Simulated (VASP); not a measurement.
# ZnS (F-43m) in VASP: elastic constants with PBEsol

Aim: the elastic constants of ZnS with PBEsol.

Everything below comes from runs of VASP 6.6.1. Logs are shortened: lines on timing, memory, paths and dates and some standing lists are left out, and cuts for length are marked.

### 1 Starting point

Symmetry: F-43m, No. 216, cubic system. The conventional cell has a = 5.387 Å, b = 5.387 Å, c = 5.387 Å, α = 90.00°, β = 90.00°, γ = 90.00°. Zn (site symmetry -43m) is surrounded by 4 S at 2.33 Å. Around S (site symmetry -43m) lie 4 Zn at 2.33 Å.

The cell is a database's computed one.

### 2 Elastic constants, PBEsol

POSCAR

```
ZnS
1.0
    0.0000000000      2.6936828800      2.6936828800
    2.6936828800      0.0000000000      2.6936828800
    2.6936828800      2.6936828800      0.0000000000
Zn S
1 1
Direct
    0.0000000000      0.0000000000      0.0000000000
    0.7500000000      0.7500000000      0.7500000000
```

INCAR.step1

```
ALGO     = Normal         # electronic algorithm
EDIFF    = 1E-8           # SCF threshold, eV
EDIFFG   = -0.002         # ionic threshold
ENCUT    = 600            # plane-wave cutoff, eV
GGA      = PS             # functional
IBRION   = 2              # ionic algorithm
ISIF     = 3              # what is computed and relaxed
ISMEAR   = 0              # smearing method
LASPH    = T              # aspherical terms in the spheres
LCHARG   = F              # write CHGCAR
LREAL    = F              # projectors in reciprocal space
LWAVE    = F              # write WAVECAR
NELM     = 60             # most SCF steps
NSW      = 40             # ionic steps
PREC     = Accurate       # precision mode
SIGMA    = 0.02           # smearing width, eV
```

INCAR.step2

```
ALGO     = Normal         # electronic algorithm
EDIFF    = 1E-8           # SCF threshold, eV
ENCUT    = 600            # plane-wave cutoff, eV
GGA      = PS             # functional
IBRION   = 6              # ionic algorithm
ISIF     = 3              # what is computed and relaxed
ISMEAR   = 0              # smearing method
LASPH    = T              # aspherical terms in the spheres
LCHARG   = F              # write CHGCAR
LREAL    = F              # projectors in reciprocal space
LWAVE    = F              # write WAVECAR
NELM     = 60             # most SCF steps
NFREE    = 2            
NSW      = 1              # ionic steps
POTIM    = 0.015          # step
PREC     = Accurate       # precision mode
SIGMA    = 0.02           # smearing width, eV
```

KPOINTS

```
k-points
0
Gamma
  10 10 10
```

Potentials or basis: VASP PAW PBE potentials, release 64 (Zn, S).

Command:

```bash
$ cat potpaw_PBE.64/Zn/POTCAR potpaw_PBE.64/S/POTCAR > POTCAR
$ cp INCAR.step1 INCAR
$ mpirun -np 1 vasp_std > vasp.out
$ cp CONTCAR POSCAR
$ cp INCAR.step2 INCAR
$ mpirun -np 1 vasp_std > vasp.out
```

OUTCAR:

```text
EDIFF = 1E-8
   ENCUT = 600
   GGA = PS
   IBRION = 6
   ISIF = 3
   ISMEAR = 0
   LASPH = T
   LREAL = F
   NELM = 60
   NFREE = 2
   NSW = 1
   POTIM = 0.015
   PREC = Accurate

 ion  position               nearest neighbor table
   1  0.000  0.000  0.000-   2 2.32   2 2.32   2 2.32   2 2.32
   2  0.750  0.750  0.750-   1 2.32   1 2.32   1 2.32   1 2.32

  LATTYP: Found a face centered cubic cell.
 ALAT       =     5.3608787550

  Lattice vectors:

 A1 = (   0.0000000000,   2.6804393775,   2.6804393775)
 A2 = (   2.6804393775,   0.0000000000,   2.6804393775)
 A3 = (   2.6804393775,   2.6804393775,   0.0000000000)

Analysis of symmetry for initial positions (statically):
=====================================================================
 Subroutine PRICEL returns:
 Original cell was already a primitive cell.

 Routine SETGRP: Setting up the symmetry group for a
 face centered cubic supercell.

 Subroutine GETGRP returns: Found 24 space group operations
 (whereof 24 operations were pure point group operations)
 out of a pool of 48 trial point group operations.

The static configuration has the point symmetry T_d .

Analysis of symmetry for dynamics (positions and initial velocities):
=====================================================================
 Subroutine PRICEL returns:
 Original cell was already a primitive cell.

 Routine SETGRP: Setting up the symmetry group for a
 face centered cubic supercell.

 Subroutine GETGRP returns: Found 24 space group operations
 (whereof 24 operations were pure point group operations)
 out of a pool of 48 trial point group operations.

The dynamic configuration has the point symmetry T_d .

 Subroutine INISYM returns: Found 24 space group operations
 (whereof 24 operations are pure point group operations),
 and found     1 'primitive' translations

----------------------------------------------------------------------------------------

                                     Primitive cell

[... 720 lines left out ...]
  ext. energy  EPLUGINS =         0.00000000
  ---------------------------------------------------
  free energy    TOTEN  =        -7.58844118 eV

  energy without entropy =       -7.58844118  energy(sigma->0) =       -7.58844118

 E-fermi :   2.3571     XC(G=0):  -9.9629

 val. band max:        2.2529827325   @ k =   0.0000   0.0000   0.0000
 cond. band min:       4.3228331198   @ k =   0.0000   0.0000   0.0000
 fundamental gap:      2.0698503873
 Fermi energy:         2.3571171779

 k-point     1 :       0.0000    0.0000    0.0000
  band No.  band energies     occupation
      1     -11.0865      2.00000
      2      -4.2441      2.00000
      3      -4.2323      2.00000
      4      -4.2204      2.00000
      5      -3.7043      2.00000
      6      -3.7042      2.00000
      7       2.2264      2.00000
      8       2.2405      2.00000
      9       2.2530      2.00000
     10       4.3228      0.00000
     11       8.5241      0.00000
     12       8.5307      0.00000
     13       8.5389      0.00000
[... 397 lines left out ...]
  FREE ENERGIE OF THE ION-ELECTRON SYSTEM (eV)
  ---------------------------------------------------
  free  energy   TOTEN  =        -7.5884411849 eV

  energy  without entropy=       -7.5884411849  energy(sigma->0) =       -7.58844118

 INTERNAL STRAIN TENSORS FROM STRAINED CELLS
 ============================================

 INTERNAL STRAIN TENSOR FOR ION    1 for displacements in x,y,z  (eV/Angst):
          X           Y           Z          XY          YZ          ZX
  --------------------------------------------------------------------------------
  x     0.00000    -0.00000     0.00000     0.00000    -6.07409    -0.00000
  y     0.00000    -0.00000     0.00000     0.00000    -0.00000    -6.07558
  z     0.00000    -0.00000     0.00000    -6.07541    -0.00000     0.00000

 INTERNAL STRAIN TENSORS FROM DISPLACED ATOMS
 ============================================

 INTERNAL STRAIN TENSOR FOR ION    1 for displacements in x,y,z  (eV/Angst):
          X           Y           Z          XY          YZ          ZX
  --------------------------------------------------------------------------------
  x    -0.00000     0.00000     0.00000     0.00000    -6.07706     0.00000
  y    -0.00000     0.00000    -0.00000     0.00000     0.00000    -6.07706
  z     0.00000     0.00000    -0.00000    -6.07706     0.00000     0.00000

 INTERNAL STRAIN TENSOR FOR ION    2 for displacements in x,y,z  (eV/Angst):
          X           Y           Z          XY          YZ          ZX
  --------------------------------------------------------------------------------
  x     0.00000     0.00000     0.00000     0.00000     6.07521     0.00000
  y     0.00000     0.00000     0.00000     0.00000     0.00000     6.07521
  z     0.00000     0.00000     0.00000     6.07521     0.00000     0.00000

 Eigenvectors and eigenvalues of the dynamical matrix
 ----------------------------------------------------

   1 f  =    8.350232 THz    52.466052 2PiTHz  278.533744 cm-1    34.533767 meV
             X         Y         Z           dx          dy          dz
      0.000000  0.000000  0.000000    -0.574392    0.000000    0.000000
      4.020659  4.020659  4.020659     0.818580    0.000000    0.000000
[... 21 lines left out ...]
   6 f/i=    0.007956 THz     0.049988 2PiTHz    0.265379 cm-1     0.032903 meV
             X         Y         Z           dx          dy          dz
      0.000000  0.000000  0.000000     0.000000    0.000000    0.818580
      4.020659  4.020659  4.020659     0.000000    0.000000    0.574392

--------------------------------------------------------------------------------------------------------

 ELASTIC MODULI CONTR FROM IONIC RELAXATION (kBar)
 Direction    XX          YY          ZZ          XY          YZ          ZX
 --------------------------------------------------------------------------------
 XX          -0.0000      0.0000      0.0000      0.0000     -0.0000     -0.0000
 YY           0.0000     -0.0000      0.0000      0.0000      0.0000      0.0000
 ZZ           0.0000      0.0000     -0.0000     -0.0000      0.0000     -0.0000
 XY           0.0000      0.0000     -0.0000   -250.0187      0.0000      0.0000
 YZ          -0.0000      0.0000      0.0000      0.0000   -250.0187      0.0000
 ZX          -0.0000      0.0000     -0.0000      0.0000      0.0000   -250.0187
 --------------------------------------------------------------------------------

 TOTAL ELASTIC MODULI (kBar)
 Direction    XX          YY          ZZ          XY          YZ          ZX
 --------------------------------------------------------------------------------
 XX        1070.9183    649.0901    649.0901      0.0000     -0.0000     -0.0000
 YY         649.0901   1070.9183    649.0901      0.0000      0.0000      0.0000
 ZZ         649.0901    649.0901   1070.9183     -0.0000      0.0000      0.0000
 XY           0.0000      0.0000     -0.0000    484.5555      0.0000      0.0000
 YZ          -0.0000      0.0000      0.0000      0.0000    484.5555      0.0000
 ZX          -0.0000      0.0000      0.0000      0.0000      0.0000    484.5555
 --------------------------------------------------------------------------------
```

OSZICAR.step1:

```text
N       E                     dE             d eps       ncg     rms          rms(c)
DAV:   1     0.970604832770E+02    0.97060E+02   -0.10145E+04  1222   0.186E+03
[... 31 lines left out ...]
DAV:   3    -0.758940322368E+01    0.51022E-03   -0.60097E-04  1267   0.254E-01    0.893E-02
DAV:   4    -0.758927756311E+01    0.12566E-03   -0.67931E-05  1458   0.139E-01    0.413E-02
DAV:   5    -0.758925640604E+01    0.21157E-04   -0.18862E-05  1844   0.930E-02    0.812E-03
DAV:   6    -0.758925619819E+01    0.20785E-06   -0.59722E-06  1272   0.315E-02    0.387E-03
DAV:   7    -0.758925643429E+01   -0.23610E-06   -0.28555E-07  1515   0.110E-02    0.167E-03
DAV:   8    -0.758925641095E+01    0.23340E-07   -0.85576E-08  1397   0.468E-03    0.130E-04
DAV:   9    -0.758925640728E+01    0.36744E-08   -0.20896E-09   626   0.642E-04
   3 F= -.75892564E+01 E0= -.75892564E+01  d E =-.204443E-02
```

Run time: 42 min. Hardware: 1 thread of AMD EPYC, shared host; peak memory 0.38 GiB.

Results:

| Property | Result |
| --- | --- |
| Relaxed volume | 19.26 Å³/atom |
| Relaxed cell | a = 3.791 Å, b = 3.791 Å, c = 3.791 Å, α = 60.00°, β = 60.00°, γ = 60.00° |
| Space group after relaxing (to 0.05 Å) | F-43m (No. 216) |
| Elastic constants C11, C12, C44 | 107, 65, 48 GPa |
| Voigt bulk modulus | 79 GPa |
| Highest phonon frequency at Γ, LO-TO splitting left out | 279 cm⁻¹ |

The path:
```csv
step,energy change (eV),largest force (eV/Å),pressure (GPa),volume (Å³)
1,0.0000,0.0000,-1.12,39.09
2,-0.0018,0.0000,0.41,38.32
3,-0.0020,0.0000,0.00,38.52
```

Final structure:
```
CELL_PARAMETERS angstrom
0.00000 2.68044 2.68044
2.68044 0.00000 2.68044
2.68044 2.68044 0.00000
ATOMIC_POSITIONS crystal
Zn 0.00000 0.00000 0.00000
S 0.75000 0.75000 0.75000
```

Phonon frequencies in cm⁻¹ (negative: imaginary):
```tsv
q point	frequencies
(0.000, 0.000, 0.000)	0 0 0 279 279 279
```

Elastic tensor in Voigt notation (GPa, in the Cartesian axes of the cell as first typed):
```
107  65  65   0   0   0
 65 107  65   0   0   0
 65  65 107   0   0   0
  0   0   0  48   0   0
  0   0   0   0  48   0
  0   0   0   0   0  48
```

Clamped-ion elastic tensor (GPa):
```
107  65  65   0   0   0
 65 107  65   0   0   0
 65  65 107   0   0   0
  0   0   0  73   0   0
  0   0   0   0  73   0
  0   0   0   0   0  73
```

Caveat: the PAW data sets were made with another functional, which shifts forces and pressure a little.
